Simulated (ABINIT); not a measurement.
# Ag (P6_3/mmc) in ABINIT: settings compared

Aim: see how the results for Ag move with the level of theory and the settings. Levels: LDA, PBEsol. Tasks: relaxation of cell and atoms.

Everything below comes from runs of ABINIT 10.8.3 (patched build). Logs are shortened: lines on timing, memory, paths and dates and some standing lists are left out, and cuts for length are marked. The log counts tension as positive stress, the text compression.

## (1) The structure

Symmetry: P6_3/mmc, No. 194, hexagonal system. Conventional cell: a = 2.930 Å, b = 2.930 Å, c = 4.790 Å, α = 90.00°, β = 90.00°, γ = 120.00°. Ag (site symmetry -6m2) is surrounded by 12 Ag at 2.93 Å.

This isn't the form of Ag at room conditions, which is fcc.

## (2) Relaxation of cell and atoms, LDA

run.abi reads:

```
# Pseudopotentials
pp_dirpath "./"
pseudos "Ag.LDA_PW-JTH.xml"

# Structure
acell 3*1.0 Angstrom
rprim
     2.9300000000     0.0000000000     0.0000000000
    -1.4650000000     2.5374544331     0.0000000000
     0.0000000000     0.0000000000     4.7900000000
ntypat 1
znucl 47
natom 2
typat 1 1
xred
     0.6666666667     0.3333333333     0.7500000000
     0.3333333333     0.6666666667     0.2500000000
chkprim 0
chksymtnons 0
tolsym 1.0e-6

# Plane-wave basis
ecut 17.0
pawecutdg 34.0

# k points
kptopt 1
ngkpt 10 10 6
nshiftk 1
shiftk 0.0 0.0 0.0

# Exchange and correlation
ixc 7

# Bands and occupations
nband 15
occopt 3
tsmear 0.05 eV

# SCF cycle
nstep 100
tolvrs 1.0e-9

# Output
iomode 3
prtwf 0
prtden 0
prteig 0
prtebands 0

# Relaxation
ionmov 22
ntime 60
tolmxf 5.0e-5
optcell 2
dilatmx 1.08
ecutsm 0.5
```

Potentials or basis: JTH PAW LDA v2.0.

Launch:

```sh
$ abinit run.abi > log 2>&1
```

run.abo:

```text
.Version 10.8.3 of ABINIT
 Symmetries : space group P6_3/m m c (#194); Bravais hP (primitive hexag.)
================================================================================
 Values of the parameters that define the memory need of the present run
     intxc =       0    ionmov =      22      iscf =      17    lmnmax =      18
     lnmax =       6     mgfft =      40  mpssoang =       3    mqgrid =    3001
     natom =       2  nloc_mem =       2    nspden =       1   nspinor =       1
    nsppol =       1      nsym =      24    n1xccc =       1    ntypat =       1
    occopt =       3   xclevel =       1
       mpw =        1035          nfft =       23040          nkpt =          56
 PAW method is used; the additional fine FFT grid is defined by:
   mgfftf=        54    nfftf =     55296
================================================================================
================================================================================

--------------------------------------------------------------------------------
------------- Echo of variables that govern the present computation ------------
--------------------------------------------------------------------------------
 -outvars: echo values of preprocessed input variables --------
            acell      1.8897261259E+00  1.8897261259E+00  1.8897261259E+00 Bohr
              amu      1.07868200E+02
          chkprim           0
      chksymtnons           0
          dilatmx      1.08000000E+00
             ecut      1.70000000E+01 Hartree
           ecutsm      5.00000000E-01 Hartree
           ionmov          22
                       outvar_i_n : Printing only first  50 k-points.
              ixc           7
                       outvar_i_n : Printing only first  50 k-points.
         kptrlatt       10    0    0      0   10    0      0    0    6
          kptrlen      5.43107289E+01
            natom           2
            nband          15
            ngfft          24      24      40
          ngfftdg          32      32      54
             nkpt          56
            nstep         100
             nsym          24
            ntime          60
           ntypat           1
                       prtocc : prtvol=0, do not print more k-points.
           occopt           3
          optcell           2
        pawecutdg      3.40000000E+01 Hartree
           prtden           0
        prtebands           0
           prteig           0
            prtwf           0
            rprim      2.9300000000E+00  0.0000000000E+00  0.0000000000E+00
                      -1.4650000000E+00  2.5374544331E+00  0.0000000000E+00
                       0.0000000000E+00  0.0000000000E+00  4.7900000000E+00
          spgroup         194
           tolsym      1.00000000E-06
           tolvrs      1.00000000E-09
           tsmear      1.83746611E-03 Hartree
            typat      1  1
           useylm           1
                       outvars : Printing only first  50 k-points.
           xangst      1.4650000000E+00  8.4581814437E-01  3.5925000000E+00
                       1.2158578251E-17  1.6916362887E+00  1.1975000000E+00
            xcart      2.7684487745E+00  1.5983646452E+00  6.7888411073E+00
                       2.2976382975E-17  3.1967292904E+00  2.2629470358E+00
             xred      6.6666666667E-01  3.3333333333E-01  7.5000000000E-01
                       3.3333333333E-01  6.6666666667E-01  2.5000000000E-01
            znucl       47.00000

================================================================================

 chkinp: Checking input parameters for consistency.

================================================================================
== DATASET  1 ==================================================================

--- !DatasetInfo
iteration_state: {dtset: 1, }
dimensions: {natom: 2, nkpt: 56, mband: 15, nsppol: 1, nspinor: 1, nspden: 1, mpw: 1035, }
cutoff_energies: {ecut:  17.0, pawecutdg:  34.0, }
electrons: {nelect:   2.20000000E+01, charge:   0.00000000E+00, occopt:   3.00000000E+00, tsmear:   1.83746611E-03, }
meta: {optdriver: 0, ionmov: 22, optcell: 2, iscf: 17, paral_kgb: 0, }
...

 Exchange-correlation functional for the present dataset will be:
  LDA: Perdew-Wang 92 LSD fit to Ceperley-Alder data - ixc=7
  J.P.Perdew and Y.Wang, PRB 45, 13244 (1992)

 Real(R)+Recip(G) space primitive vectors, cartesian coordinates (Bohr,Bohr^-1):
 R(1)=  5.5368975  0.0000000  0.0000000  G(1)=  0.1806066  0.1042732  0.0000000
 R(2)= -2.7684488  4.7950939  0.0000000  G(2)=  0.0000000  0.2085465  0.0000000
 R(3)=  0.0000000  0.0000000  9.0517881  G(3)=  0.0000000  0.0000000  0.1104754
 Unit cell volume ucvol=  2.4032447E+02 bohr^3
 Angles (23,13,12)=  9.00000000E+01  9.00000000E+01  1.20000000E+02 degrees

 Coarse grid specifications (used for wave-functions):

 getcut: wavevector=  0.0000  0.0000  0.0000  ngfft=  24  24  40
         ecut(hartree)=     19.829   => boxcut(ratio)=   2.16238

 Fine grid specifications (used for densities):

 getcut: wavevector=  0.0000  0.0000  0.0000  ngfft=  32  32  54
         ecut(hartree)=     39.658   => boxcut(ratio)=   2.03871

--- Pseudopotential description ------------------------------------------------
- pspini: atom type   1  psp file is ./Ag.LDA_PW-JTH.xml
 Pseudopotential format is: paw10
 basis_size (lnmax)=  6 (lmn_size= 18), orbitals=   0   0   1   1   2   2
 Spheres core radius: rc_sph= 2.51516130
 Shapefunction is BESSEL type: shapef(r,l)=aa(1,l)*jl(q(1,l)*r)+aa(2,l)*jl(q(2,l)*r)
 Radius for shape functions =  2.20290272
 Compensation charge density is not taken into account in XC energy/potential

   1.75051265E+03                                ecore*ucvol(ha*bohr**3)
--------------------------------------------------------------------------------

================================================================================

=== [ionmov=22] Limited-memory Broyden-Fletcher-Goldfarb-Shanno method
================================================================================

--- Iteration: ( 1/60) Internal Cycle: (1/1)
--------------------------------------------------------------------------------

---SELF-CONSISTENT-FIELD CONVERGENCE--------------------------------------------
[... 662 lines left out ...]
 Difference of energy with previous step (new-old):
           Absolute (Ha)=-1.26654E-07
           Relative     =-1.65157E-09

 At Broyd/MD step   7, gradients are converged :
  max grad (force/stress) = 1.5664E-05 < tolmxf= 5.0000E-05 ha/bohr (free atoms)

================================================================================

 ----iterations are completed or convergence reached----

 Mean square residual over all n,k,spin=   15.391E-11; max=  12.917E-08
 reduced coordinates (array xred) for    2 atoms
       0.666666666667      0.333333333333      0.750000000000
       0.333333333333      0.666666666667      0.250000000000
 rms dE/dt=  7.2710E-29; max dE/dt=  6.7316E-29; dE/dt below (all hartree)
    1      -0.000000000000      0.000000000000      0.000000000000
    2       0.000000000000     -0.000000000000      0.000000000000

 cartesian coordinates (angstrom) at end:
    1      1.41889976041311     0.81920215863135     3.46118706018735
    2      0.00000000000000     1.63840431726270     1.15372902006245

 cartesian forces (hartree/bohr) at end:
    1      0.00000000000000    -0.00000000000000    -0.00000000000000
    2     -0.00000000000000     0.00000000000000    -0.00000000000000
 frms,max,avg= 1.1070477E-29 1.8829111E-29   0.000E+00  0.000E+00  0.000E+00 h/b

 cartesian forces (eV/Angstrom) at end:
    1      0.00000000000000    -0.00000000000000    -0.00000000000000
    2     -0.00000000000000     0.00000000000000    -0.00000000000000
 frms,max,avg= 5.6926681E-28 9.6823184E-28   0.000E+00  0.000E+00  0.000E+00 e/A
 length scales=  5.362663894594  5.362663894612  8.720927485720 bohr
              =  2.837799520826  2.837799520836  4.614916080250 angstroms
 Fermi (or HOMO) energy (hartree) =   0.15214   Average Vxc (hartree)=  -0.47962
 Eigenvalues (hartree) for nkpt=  56  k points:
 kpt#   1, nband= 15, wtk=  0.00167, kpt=  0.0000  0.0000  0.0000 (reduced coord)
  -0.15197   -0.09583   -0.02953   -0.02630   -0.02630   -0.01624   -0.01624   -0.00262
  -0.00262    0.03989    0.03989    0.13211    0.29698    0.75494    0.83708
      occupation numbers for kpt#   1
   2.00000    2.00000    2.00000    2.00000    2.00000    2.00000    2.00000    2.00000
   2.00000    2.00000    2.00000    1.99996    0.00000    0.00000    0.00000
 prteigrs : prtvol=0 or 1, do not print more k-points.

--- !EnergyTerms
iteration_state     : {dtset: 1, itime: 7, icycle: 1, }
comment             : Components of total free energy in Hartree
kinetic             :  2.02210779175227E+01
hartree             :  1.13324553671554E+01
xc                  : -2.43527196638622E+01
Ewald energy        : -7.32483343793884E+01
psp_core            :  8.05954991852001E+00
local_psp           : -2.94988101052410E+01
PAW spherical_terms :  1.08000141444904E+01
internal            : -7.66867668008031E+01
'-kT*entropy'       : -2.23086674177471E-04
total_energy        : -7.66869898874773E+01
total_energy_eV     : -2.08675930186978E+03
...

--- !EnergyTermsDC
iteration_state     : {dtset: 1, itime: 7, icycle: 1, }
comment             : '"Double-counting" decomposition of free energy'
band_energy         : -2.53618989546427E-01
Ewald energy        : -7.32483343793884E+01
psp_core            :  8.05954991852001E+00
xc_dc               : -2.76859580918824E+01
PAW spherical_terms :  1.64415946320112E+01
internal            : -7.66867669102861E+01
'-kT*entropy'       : -2.23086674177471E-04
total_energy_dc     : -7.66869899969602E+01
total_energy_dc_eV  : -2.08675930484897E+03
...

--- !EnergyTermsWithPAWCore
iteration_state     : {dtset: 1, itime: 7, icycle: 1, }
comment             : 'Components of total free energy, including PAW core contributions'
Total energy        : -1.06225453392312E+04
Total energy DC     : -1.06225453393406E+04
Total energy (eV)   : -2.89054184141264E+05
Total energy DC (eV): -2.89054184144244E+05
...

 Cartesian components of stress tensor (hartree/bohr^3)
  sigma(1 1)= -1.56635198E-07  sigma(3 2)=  0.00000000E+00
  sigma(2 2)= -1.56635537E-07  sigma(3 1)=  0.00000000E+00
  sigma(3 3)= -9.40951562E-08  sigma(2 1)=  0.00000000E+00

-Cartesian components of stress tensor (GPa)         [Pressure=  3.9950E-03 GPa]
- sigma(1 1)= -4.60836663E-03  sigma(3 2)=  0.00000000E+00
- sigma(2 2)= -4.60837661E-03  sigma(3 1)=  0.00000000E+00
- sigma(3 3)= -2.76837507E-03  sigma(2 1)=  0.00000000E+00

== END DATASET(S) ==============================================================
================================================================================

 -outvars: echo values of variables after computation  --------
            acell      5.3626638946E+00  5.3626638946E+00  8.7209274857E+00 Bohr
           etotal     -7.6686989997E+01
            fcart      1.8829111399E-29 -3.6236641783E-30 -0.0000000000E+00
                      -1.8829111399E-29  3.6236641783E-30 -0.0000000000E+00
            rprim      1.0000000000E+00  0.0000000000E+00  0.0000000000E+00
                      -5.0000000000E-01  8.6602540379E-01  0.0000000000E+00
                       0.0000000000E+00  0.0000000000E+00  1.0000000000E+00
           strten     -1.5663519821E-07 -1.5663553734E-07 -9.4095156181E-08
                       0.0000000000E+00  0.0000000000E+00  0.0000000000E+00
           xangst      1.4188997604E+00  8.1920215863E-01  3.4611870602E+00
                       2.4100939318E-17  1.6384043173E+00  1.1537290201E+00
             xred      6.6666666667E-01  3.3333333333E-01  7.5000000000E-01
                       3.3333333333E-01  6.6666666667E-01  2.5000000000E-01
 Calculation completed.
```

Run time: 56 s. Hardware: 1 thread of AMD EPYC 9R45 (Zen 5), shared host; peak memory 0.12 GiB.

Results:

| Item | Value |
| --- | --- |
| Free energy | -2086.7593 eV |
| Relaxed volume | 16.09 Å³/atom |
| Relaxed cell | a = 2.838 Å, b = 2.838 Å, c = 4.615 Å, α = 90.00°, β = 90.00°, γ = 120.00° |
| Space group after relaxing (to 0.05 Å) | P6_3/mmc (No. 194) |
| Energy gained by relaxing | 62.2 meV/atom |
| Ionic steps | 7 |
| Pressure after relaxing | 0.0 GPa |
| Band gap on the k mesh | none (metal or under the smearing width) |
| Valence electrons inside the program's atomic spheres | Ag 9.87 (radii [1.331] Å) |

Step by step:
```tsv
step	energy change (eV)	largest force (eV/Å)	pressure (GPa)	volume (Å³)
1	0.0000	0.0000	-10.38	35.61
2	-0.0638	0.0000	-7.77	34.49
3	-0.1205	0.0000	2.39	31.65
4	-0.1243	0.0000	-0.31	32.26
5	-0.1244	0.0000	-0.01	32.19
6	-0.1244	0.0000	0.01	32.18
7	-0.1244	0.0000	0.00	32.19
```

Final structure:
```
Ag
1.0
     2.83780    0.00000    0.00000
    -1.41890    2.45761    0.00000
     0.00000    0.00000    4.61492
Ag
2
Cartesian
  1.4189 0.8192 3.4612
  0.0000 1.6384 1.1537
```

[end of part 1 of 2]
